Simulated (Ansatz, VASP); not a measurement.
## Two plane-wave programs on Cd

Contents of INCAR:

```
PREC = Accurate
ENCUT = 520
EDIFF = 1E-6
ISMEAR = 1
SIGMA = 0.009
LREAL = False
LASPH = True
NELM = 80
ALGO = Normal
ISIF = 2
LWAVE = False
LCHARG = True
GGA = PE
LELF = True
LVHAR = True
NBANDS = 12
```

File KPOINTS:

```
regular mesh
0
Gamma
  9 9 9
```

File POSCAR:

```
Cd
1.0
    1.6080291515      0.9283960635      2.4492874100
   -1.6080291515      0.9283960635      2.4492874100
    0.0000000000     -1.8567921270      2.4492874100
Cd
1
Direct
    0.0000000000      0.0000000000      0.0000000000
```

Input for Ansatz:

```yaml
crystal:
  lattice:
    - [1.6080291515, 0.9283960635, 2.44928741]
    - [-1.6080291515, 0.9283960635, 2.44928741]
    - [0.0, -1.856792127, 2.44928741]
  atoms:
    - { symbol: Cd, position: [0.0, 0.0, 0.0] }
basis:
  ecutwfc: 420
kpoints:
  mp_grid: { grid: [9, 9, 9] }
hamiltonian:
  xc: pbe
scf:
  occupations: { method: cold, width: 0.009 }
output:
  forces: true
  stress: true
  eigenvalues: true
```

Alike in both runs: task single point; functional PBE; k mesh 9 × 9 × 9; no spin polarisation.

```csv
,VASP,Ansatz
version,VASP 6.6.1,Ansatz 0.2.0
potentials or method,"VASP PAW PBE potentials, release 64 (Cd)","scalar-relativistic, plane waves, PAW"
plane-wave cutoff (eV),520,420
occupations,"methfessel-paxton of order 1, width 0.009 eV","cold, width 0.009 eV"
valence electrons in the cell,12,20
```

```csv
,VASP,Ansatz,Ansatz less VASP
pressure (GPa),2.6,2.3,-0.30
```

The two sets of potentials don't hold the same shells in valence.
